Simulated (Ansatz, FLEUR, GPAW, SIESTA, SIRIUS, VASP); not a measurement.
**One calculation of KI, 6 ways**

```
I K
1.0
     0.00000    3.53277    3.53277
     3.53277    0.00000    3.53277
     3.53277    3.53277    0.00000
I K
1 1
Cartesian
  3.5328 3.5328 3.5328
  0.0000 0.0000 0.0000
```

Alike in all runs: task equation of state; functional PBEsol; k mesh 7 × 7 × 7; occupations fermi-dirac, width 0.05 eV; no spin polarisation; no spin-orbit coupling.

```
                                                                                                          program and potentials  plane-wave cutoff (eV)                    notes  equilibrium volume (Å³/atom)  bulk modulus (GPa)
SIESTA, files PseudoDojo sr-pbesol-0.4.1-standard, DZP (energy shift 0.003 Ry; two zetas on semicore shells; d shell added on K)                       -             atomic basis                         43.19                12.7
                                                                               GPAW, PAW data sets generated for this functional                     600                        -                         42.97                12.2
                                                                  SIRIUS, PseudoDojo 0.4.1 PBEsol standard (scalar relativistic)                    1030                        -                         42.99                12.2
                                                                                             VASP, PBE PAW files I, K_sv, 520 eV                     520  potentials made for PBE                         43.18                12.1
                                                                                                      FLEUR, all-electron, FLAPW                       -                        -                         43.01                12.2
                                                                                  Ansatz, all-electron LAPW, scalar-relativistic                       -                        -                         43.01                12.2
```

The equilibrium volume spans 42.97 (GPAW, PAW data sets generated for this functional) to 43.19 Å³/atom (SIESTA, files PseudoDojo sr-pbesol-0.4.1-standard, DZP (energy shift 0.003 Ry; two zetas on semicore shells; d shell added on K)), with all-electron results at 43.01. The bulk modulus spans 12.1 (VASP, PBE PAW files I, K_sv, 520 eV) to 12.7 GPa (SIESTA, files PseudoDojo sr-pbesol-0.4.1-standard, DZP (energy shift 0.003 Ry; two zetas on semicore shells; d shell added on K)), with all-electron results at 12.2. Rows in atomic bases carry the error of their basis and grid, which can be large.

The functional is the same throughout but for its coding, so the spread measures potentials, basis and numerics; runs on potential files found faulty are left out.
